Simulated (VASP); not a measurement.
Input of a VASP 6.6.1 run:

Contents of INCAR:

```
PREC = Accurate ; ENCUT = 520
EDIFF = 1E-6 ; ISMEAR = 0
SIGMA = 0.1 ; LREAL = F
LASPH = T ; NELM = 80
ALGO = Normal ; ISIF = 2
LWAVE = F ; LCHARG = F
GGA = PE ; NBANDS = 8
```

The input KPOINTS:

```
regular mesh
0
Gamma
  10 10 6
```

File POSCAR:

```
B
1.0
    0.9066109793     -1.6926496544      0.0000000000
    0.9066109793      1.6926496544      0.0000000000
    0.0000000000      0.0000000000      2.6433158987
B
1
Direct
    0.0000000000      0.0000000000      0.0000000000
```

Potentials or basis: VASP PAW PBE potentials, release 64 (B).

Launch:

```sh
$ cat potpaw_PBE.64/B/POTCAR > POTCAR
$ mpirun -np 1 vasp_std > vasp.out
```

Task: Predict the pressure.

Result: -26.2 GPa.

Task: Predict the band gap on the k mesh.

Result: None (metal or under the smearing width).

Stress tensor (GPa, compression positive):
```
-55.74   0.00   0.00
  0.00 -19.22   0.00
  0.00   0.00  -3.78
```

Caveat: the k mesh is coarse (spacing up to 0.40 Å⁻¹), so the values aren't converged; so large a pressure means that the cell lies far from this level's equilibrium, or that cutoff or potentials fall short.
